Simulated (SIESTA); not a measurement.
TiNi under changes of volume

One of the cells (13.403 Å³/atom); the others are scaled copies at fixed shape and fractional positions:

```
CELL_PARAMETERS angstrom
2.73580 0.00000 0.00000
0.00000 2.73580 0.00000
0.00000 0.00000 3.58141
ATOMIC_POSITIONS crystal
Ni 0.00000 0.00000 0.00000
Ti 0.50000 0.50000 0.50000
```

The cell comes from a database or a generator and needn't be the stable form of this composition.

* Program: SIESTA 5.4.2
* Functional: LDA
* Potentials or basis: PseudoDojo 0.4 standard (LDA files)
* Basis: DZP (energy shift 0.003 Ry; two zetas on semicore shells)
* Grid cutoff: 800 Ry
* Energy shift: 0.003 Ry
* k mesh: 8 × 8 × 6
* Occupations: fermi-dirac, width 0.05 eV
* Spin: collinear spin, ferromagnetic start
* Starting moments: [1.0, 1.0] μB

| volume (Å³/atom) | energy over the lowest point (meV/atom) | pressure (GPa) |
| --- | --- | --- |
| 12.599 | 0.00 | -3.2 |
| 12.867 | 8.68 | -6.9 |
| 13.135 | 23.20 | -10.2 |
| 13.403 | 42.98 | -13.2 |
| 13.671 | 67.45 | -15.8 |
| 13.939 | ? | ? |
| 14.207 | 128.24 | -20.2 |

Problem. What does the run at 13.939 Å³/atom give?

Solution. Energy over the lowest point 96.01 meV/atom; pressure -18.1 GPa.

Worked out: A Birch-Murnaghan fit of order 3 (a polynomial in V^(-2/3)) to the other rows has its minimum at 12.39 Å³/atom, just outside them, with B0 = V·E''(V) = 201 GPa and B' = 4.5 at fixed shape and positions, which overstates the stiffness. It gives 96.00 meV/atom at 13.939 Å³/atom, against the run's 96.01, and -dE/dV = -18.2 GPa, against -18.1.

Energies are extrapolated to zero smearing.

Caveats: short orbitals over semicore shells can move pressures by several GPa; the basis of atomic orbitals isn't converged, which shifts pressures, moduli and gaps.
